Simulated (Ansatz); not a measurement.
An input for the plane-wave PAW code Ansatz:

```yaml
crystal:
  lattice:
    - [4.235447122, 0.0, 0.0]
    - [0.0, 4.235447122, 0.0]
    - [0.0, 0.0, 4.235447122]
  atoms:
    - { symbol: Cu, position: [0.25, 0.25, 0.25] }
    - { symbol: Cu, position: [0.25, 0.75, 0.75] }
    - { symbol: Cu, position: [0.75, 0.75, 0.25] }
    - { symbol: Cu, position: [0.75, 0.25, 0.75] }
    - { symbol: O, position: [0.0, 0.0, 0.0] }
    - { symbol: O, position: [0.5, 0.5, 0.5] }
basis:
  ecutwfc: 420
  ecutrho_ratio: 4
kpoints:
  mp_grid: { grid: [8, 8, 8] }
hamiltonian:
  xc: pbesol
scf:
  occupations: { method: gaussian, width: 0.05 }
output:
  forces: true
  stress: true
  eigenvalues: true
```

Launched as:
```sh
ansatz run input.yaml --threads 4 --pin off --max-ram 7168MiB --backend cpu --events-out ev --progress --plain --runs-dir out
```

The chain of runs began from a cell as deposited in COD, expanded in volume. Of that entry: the entry's cell lengths or inner coordinates differ somewhat from later room-temperature determinations.

Problem. Predict the main results.

Solution. Pressure -1.2 GPa, gap on the mesh 0.54 eV (PBEsol, scalar-relativistic).

Output, machine lines left out:

```
Pseudopotentials: kind: paw
Pseudopotential: Cu, paw, valence charge 19, recommended cutoff 420 eV (normal), Cu.paw.azcp
Pseudopotential: O, paw, valence charge 6, recommended cutoff 420 eV (normal), O.paw.azcp
Crystal: 6 atoms, lattice volume = 75.980 Å³
Basis set: ecut = 420 eV, 1503 PW (Γ), exchange–correlation on 60×60×60 points (8 copies of the dense FFT grid, shifted against one another)
Bands: 53, of which v1, the nominal top of the filled ones, is band 44 counted from 1 (43 counted from 0)
Symmetry: 48 space group operations
Space group: Pn-3m (ITA 224), of the structure as read, at distance tolerance 4.2e-5 Å
k-points: 35 of 512
Initial density: superposition of atomic densities (neutral atoms: chi_scale 0, normalization atom), corrected by the library's trained network
Initial wavefunctions: pseudopotential atomic-orbital guess
Functional: x = pbesol(κ = 0.804, μ = 0.12346), c = pbesol(β = 0.046)
```

```
SCF iter   1: F=—  HF=-27473.991984 eV  |F-HF|=—  |Δ(HF+E_count)|=         —  Δρ=2.01e-2  dr2=2.02e-1  ethr=1.77e-3  ⟨swp⟩=6.1  Hψ=6778  notcnv=0  defer=6
SCF iter   2: F=—  HF=-27473.958538 eV  |F-HF|=—  |Δ(HF+E_count)|=   3.34e-2  Δρ=9.76e-3  dr2=3.75e-2  ethr=2.30e-4  ⟨swp⟩=2.2  Hψ=3303  notcnv=0  defer=104
SCF iter   3: F=—  HF=-27473.944584 eV  |F-HF|=—  |Δ(HF+E_count)|=   1.40e-2  Δρ=4.04e-3  dr2=8.41e-3  ethr=4.27e-5  ⟨swp⟩=2.0  Hψ=3104  notcnv=0  defer=69
SCF iter   4: F=—  HF=-27473.943244 eV  |F-HF|=—  |Δ(HF+E_count)|=   1.34e-3  Δρ=1.40e-3  dr2=1.30e-3  ethr=9.56e-6  ⟨swp⟩=1.9  Hψ=2142  notcnv=0  defer=69
SCF iter   5: F=—  HF=-27473.943041 eV  |F-HF|=—  |Δ(HF+E_count)|=   2.04e-4  Δρ=3.81e-4  dr2=6.82e-5  ethr=1.48e-6  ⟨swp⟩=2.2  Hψ=2324  notcnv=0  defer=69
SCF iter   6: F=—  HF=-27473.942959 eV  |F-HF|=—  |Δ(HF+E_count)|=   8.12e-5  Δρ=7.60e-5  dr2=4.05e-6  ethr=7.75e-8  ⟨swp⟩=2.1  Hψ=2626  notcnv=0  defer=69
SCF iter   7: F=—  HF=-27473.942959 eV  |F-HF|=—  |Δ(HF+E_count)|=   2.56e-7  Δρ=3.67e-5  dr2=8.64e-7  ethr=4.61e-9  ⟨swp⟩=2.0  Hψ=2748  notcnv=0  defer=69
SCF iter   8: F=-27473.942959 eV  HF=-27473.942959 eV  |F-HF|=3.21e-9  |Δ(HF+E_count)|=   3.80e-9  Δρ=4.24e-6  dr2=1.30e-8  ethr=1.14e-10  ⟨swp⟩=6.2  Hψ=7390  notcnv=0
```

```
SCF 1 converged in 8 iterations: F = -27473.942959 eV  dr2 = 1.30e-8
SCF converged after 8 iterations
Free energy (F): -27473.942959 eV
E sigma→0 (E₀):  -27473.942959 eV
Fermi energy:    11.403696 eV
--- Forces (eV/Å), atoms counted from 1 ---
  atom   1  Cu     0.00000000     0.00000000     0.00000000
  atom   2  Cu     0.00000000     0.00000000     0.00000000
  atom   3  Cu     0.00000000     0.00000000     0.00000000
  atom   4  Cu     0.00000000     0.00000000     0.00000000
  atom   5  O      0.00000000     0.00000000     0.00000000
  atom   6  O      0.00000000     0.00000000     0.00000000
--- Stress (GPa, compression-positive) ---
       -1.190339       0.000000       0.000000
        0.000000      -1.190339       0.000000
        0.000000       0.000000      -1.190339
  P = ⅓ Tr σ = -1.1903 GPa (-11.903 kbar)
--- Band table (eV; the first three rows and the last of 35) ---
  k-point 0: bands = ["-100.6799", "-100.6783", "-100.6783", "-100.6783", "-58.4009", "-58.3851", "-58.3851", "-58.3851", "-58.1479", "-58.1479", "-58.1395", "-58.1395", "-58.1395", "-58.1357", "-58.1357", "-58.1357", "-9.1570", "-8.3515", "3.6339", "3.6339", "3.6339", "6.0827", "6.1552", "6.1552", "6.1552", "8.0137", "8.0137", "8.1347", "8.1347", "8.1347", "9.0693", "9.0693", "9.1802", "9.1802", "9.1802", "9.3323", "9.3323", "9.3323", "9.5425", "9.5425", "9.5425", "11.1320", "11.1320", "11.1320", "11.6704", "12.2185", "12.2185", "19.1024", "19.1024", "19.1024", "20.4143", "20.4143"]
  k-point 1: bands = ["-100.6799", "-100.6783", "-100.6783", "-100.6783", "-58.4003", "-58.3857", "-58.3851", "-58.3851", "-58.1475", "-58.1474", "-58.1398", "-58.1393", "-58.1393", "-58.1362", "-58.1358", "-58.1358", "-9.1260", "-8.3817", "3.6747", "3.6939", "3.6939", "5.6955", "5.9940", "5.9940", "6.4541", "8.0418", "8.1144", "8.1365", "8.2591", "8.2591", "9.0612", "9.0808", "9.1452", "9.2089", "9.2089", "9.2853", "9.3593", "9.3593", "9.4435", "9.5264", "9.5264", "10.4961", "11.0916", "11.0916", "11.8075", "12.4829", "12.9023", "18.7582", "19.0228", "19.0228", "19.5559", "20.0349"]
  k-point 2: bands = ["-100.6797", "-100.6785", "-100.6783", "-100.6783", "-58.3986", "-58.3874", "-58.3850", "-58.3850", "-58.1466", "-58.1461", "-58.1407", "-58.1391", "-58.1391", "-58.1375", "-58.1361", "-58.1361", "-9.0381", "-8.4680", "3.7998", "3.8649", "3.8649", "5.2104", "5.6257", "5.6257", "6.7723", "8.1121", "8.1274", "8.3260", "8.5124", "8.5124", "9.0385", "9.0408", "9.0549", "9.1137", "9.2116", "9.2116", "9.3459", "9.4519", "9.4519", "9.5438", "9.5438", "9.7001", "10.9761", "10.9761", "12.1988", "13.1667", "13.6838", "18.0765", "18.4971", "18.8324", "18.8324", "19.3831"]
  k-point 34: bands = ["-100.6788", "-100.6786", "-100.6786", "-100.6786", "-58.4015", "-58.3849", "-58.3849", "-58.3849", "-58.1470", "-58.1470", "-58.1470", "-58.1362", "-58.1362", "-58.1359", "-58.1359", "-58.1359", "-8.9630", "-8.4359", "3.7382", "3.7382", "3.7382", "5.2321", "5.2321", "5.2321", "7.7877", "7.7877", "7.7877", "8.5301", "8.5301", "8.7831", "8.7831", "8.7831", "9.1299", "9.1299", "9.1299", "9.3451", "9.3451", "9.3451", "9.4866", "9.4866", "10.1076", "10.5506", "10.5506", "10.5506", "13.4731", "13.4731", "13.4731", "16.0331", "16.0331", "16.0331", "18.1135", "18.9338"]
```

Cost: 2.3 s on 4 threads of Arm Neoverse V1 (shared host), peak memory 0.45 GiB.

Total energies depend on the potentials used, so only differences within one code and one set of settings carry meaning.

Kohn–Sham gaps of semilocal functionals lie under measured ones, often by a third or more.
